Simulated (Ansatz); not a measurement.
Clean, relaxed (100) surface of AlCo, space group Pm-3m (No. 221) (top face towards +c; atoms held fixed, by place in the list: 1, 2, 3):

```yaml
crystal:
  lattice:
    - [2.82259, 0.00000, 0.00000]
    - [0.00000, 2.82259, 0.00000]
    - [0.00000, 0.00000, 25.46776]
  atoms:
    - { symbol: Co, position: [0.50000, 0.50000, 0.33376] }
    - { symbol: Al, position: [0.00000, 0.00000, 0.38917] }
    - { symbol: Co, position: [0.50000, 0.50000, 0.44459] }
    - { symbol: Al, position: [0.00000, 0.00000, 0.49986] }
    - { symbol: Co, position: [0.50000, 0.50000, 0.55423] }
    - { symbol: Al, position: [0.00000, 0.00000, 0.61172] }
    - { symbol: Co, position: [0.50000, 0.50000, 0.66127] }
```

These are results of DFT PBEsol, scalar-relativistic, plane waves, PAW (Ansatz 0.2.0), not measurements. Plane waves to 420 eV, a k mesh through Γ of 10×10×1 on the computed 7-atom cell and Gaussian smearing (0.10 eV); no spin polarisation. The cell repeats along c with a dipole correction in the vacuum.

E_ads counts from the clean slab and the free adsorbate (spin-polarised where it has unpaired electrons); negative means bound. With the adsorbate the cell is lengthened along c to keep the vacuum.

Task: H (atom) is put on the top face (one adsorbate per 8.0 Å²) at each of these sites and relaxed. Order them from strongest to weakest binding.
A. top (Co) at (0.50, 0.50)
B. bridge (Co-Co) at (0.00, 0.50)
C. hollow (over Al) at (0.00, 0.00)

Result: B (-3.14 eV), C (-2.96 eV), A (-2.43 eV).

Each end is the local minimum or symmetric point that its start leads to.

Spin polarisation was left out, and a magnetic state may lie lower.